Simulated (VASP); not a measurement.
Runs of VASP 6.6.1 on CaF2. It takes space group Fm-3m (No. 225, cubic). The conventional cell has a = 5.463 Å, b = 5.463 Å, c = 5.463 Å, α = 90.00°, β = 90.00°, γ = 90.00°. Ca (site symmetry m-3m) is surrounded by 8 F at 2.37 Å. Around F (site symmetry -43m) lie 4 Ca at 2.37 Å. 

| level | potentials or basis | cutoff (eV) | gap on the mesh (eV) | pressure (GPa) | relaxed volume (Å³/atom) |
| --- | --- | --- | --- | --- | --- |
| PBEsol | VASP PAW PBE potentials, release 64 (Ca_sv, F_s) | 480 | (b) | 0.1 | 13.30 |
| LDA | VASP PAW LDA potentials, release 64 (Ca_sv, F) | 600 | 7.34 | 0.0 | 12.64 |
| PBE+D3(BJ) | VASP PAW PBE potentials, release 64 (Ca_sv, F) | 600 | 7.24 | 0.0 | (c) |
| PBE | VASP PAW PBE potentials, release 64 (Ca_sv, F) | 600 | 7.11 | 0.0 | (a) |
| PBEsol | VASP PAW PBE potentials, release 64 (Ca_sv, F) | 600 | 7.21 | 0.0 | 13.30 |

Alike in all rows: task relaxation of cell and atoms; no spin polarisation; cell relaxed; k mesh 8 × 8 × 8; smearing gaussian 0.02 eV.

Problem. Fill in the values left out.

Solution. (a) 13.97; (b) 7.20; (c) 13.66.

Caveats: the PAW data sets were made with another functional, which shifts forces and pressure a little (some runs).

A k mesh can miss the band edges.
